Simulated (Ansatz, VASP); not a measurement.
# MgO in VASP and in Ansatz

INCAR

```
SYSTEM = MgO
PREC = Accurate
ENCUT = 520
EDIFF = 1E-6
ISMEAR = -5
SIGMA = 0.1
LREAL = .False.
LASPH = .True.
NELM = 60
ALGO = Normal
ISIF = 2
LWAVE = .False.
LCHARG = .True.
GGA = PE
LELF = .True.
LVHAR = .True.
NBANDS = 11
```

The input KPOINTS:

```
regular mesh
0
Gamma
  6 6 6
  0 0 0
```

POSCAR

```
MgO
1.0
    2.9380209034      0.0000000000      0.0000000000
   -1.4690104517      2.5444007392      0.0000000000
    0.0000000000      0.0000000000      2.6796800000
Mg O
1 1
Direct
    0.0000000000      0.0000000000      0.0000000000
    0.3333333333      0.6666666667      0.5000000000
```

Input for Ansatz:

```yaml
crystal:
  lattice:
    - [2.9380209034, 0.0, 0.0]
    - [-1.4690104517, 2.5444007392, 0.0]
    - [0.0, 0.0, 2.67968]
  atoms:
    - { symbol: Mg, position: [0.0, 0.0, 0.0] }
    - { symbol: O, position: [0.3333333333, 0.6666666667, 0.5] }
basis:
  ecutwfc: 420
kpoints:
  mp_grid: { grid: [6, 6, 6] }
hamiltonian:
  xc: pbe
scf:
  occupations: { method: tetrahedron_uncorrected }
  mixing: { algorithm: msr1 }
  initial_density: { chi_scale: 0, normalization: atom }
  max_iter: 60
output:
  forces: true
  stress: true
  eigenvalues: true
```

Alike in both runs: task single point; functional PBE; k mesh 6 × 6 × 6; no spin polarisation.

|  | VASP | Ansatz |
| --- | --- | --- |
| version | VASP 6.6.1 | Ansatz 0.2.0 |
| potentials or method | VASP PAW PBE potentials, release 64 (Mg, O) | scalar-relativistic, plane waves, PAW |
| plane-wave cutoff (eV) | 520 | 420 |
| occupations | tetrahedron | tetrahedron-uncorrected |
| valence electrons in the cell | 8 | 16 |

|  | VASP | Ansatz | Ansatz less VASP |
| --- | --- | --- | --- |
| gap on the k mesh at the Fermi level (eV) | 3.00 | 3.02 | +0.021 |
| least direct gap on the mesh (eV) | 3.40 | 3.42 | +0.018 |
| pressure (GPa) | -0.7 | 0.0 | +0.63 |

The two sets of potentials don't hold the same shells in valence. Ansatz warned: «band_table_not_solved_further».

A k mesh can miss the band edges. A hybrid or GW would open this gap; PBE tends to underestimate it.
